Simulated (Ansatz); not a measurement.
ZnS in the wurtzite structure, relaxed with r2SCAN in the plane-wave code Ansatz: space group P6_3mc (No. 186), hexagonal; a = 3.805 Å, c = 6.244 Å in the conventional setting, 19.58 Å³ an atom. Around Zn lie 4 S at 2.33–2.34 Å; around S lie 4 Zn at 2.33–2.34 Å. It was then strained (isotropic on every length), atoms relaxed again within the symmetry left. Unstrained, HSE06 gives 3.444 eV (Γ, 6×6×4 mesh), and the band edges keep their places in every row. Stress is positive in compression. No spin polarisation and no zero-point or thermal motion.

Axes as in this cell:
```yaml
crystal:
  lattice:
    - [3.80545, 0.00000, 0.00000]
    - [-1.90273, 3.29562, 0.00000]
    - [0.00000, 0.00000, 6.24399]
  atoms:
    - { symbol: Zn, position: [0.33333, 0.66667, 0.00034] }
    - { symbol: Zn, position: [0.66667, 0.33333, 0.50034] }
    - { symbol: S, position: [0.33333, 0.66667, 0.37466] }
    - { symbol: S, position: [0.66667, 0.33333, 0.87466] }
```

```tsv
strain (%)	ln(V/V₀)	ΔE_g, HSE06 (eV)	Δpressure, r2SCAN (GPa)
-3.0	-0.0914	+0.449	+8.74
-1.0	-0.0302	+0.147	+2.52
+1.0	+0.0299	-0.146	-2.20
+2.0	+0.0594	-0.287	-4.10
+2.5	+0.0741	-0.358	-4.95
+4.0	+0.1177	-0.564	-7.15
```

Fit ΔE_g = a x + b x² to these rows by least squares, with x = ln(V/V₀).
The normal equations take Σx² = 3.303e-02, Σx³ = 1.483e-03, Σx⁴ = 3.059e-04, ΣxΔE = -1.598e-01 and Σx²ΔE = -7.037e-03, and give a = -4.86 eV, b = +0.6 eV; the largest residual is 0.001 eV. a is the volume deformation potential of this gap.

Fit the change of pressure in the same way.
Δpressure = -79.9 x + (167) x² GPa. So B₀ = 79.9 GPa and B′ ≈ 2 × 167/79.9 = 4.2; two terms over so wide a range bias B₀ by a few per cent and B′ by more; the gap's pressure coefficient at zero is −a/B₀ = +61 meV/GPa, with HSE06's a and r2SCAN's B₀. With the axis ratios held, these aren't quite the hydrostatic values.

Predict the withheld row at +3.0 % (x = +0.0887).
ΔE_g ≈ -4.86 × (+0.0887) + (0.6) × (+0.0887)² = -0.426 eV, and Δpressure ≈ -5.77 GPa. The runs give -0.427 eV and -5.74 GPa, off by -0.001 eV and +0.03 GPa.

The meshes of the hybrids are coarse, so their gaps aren't converged to the digits shown.
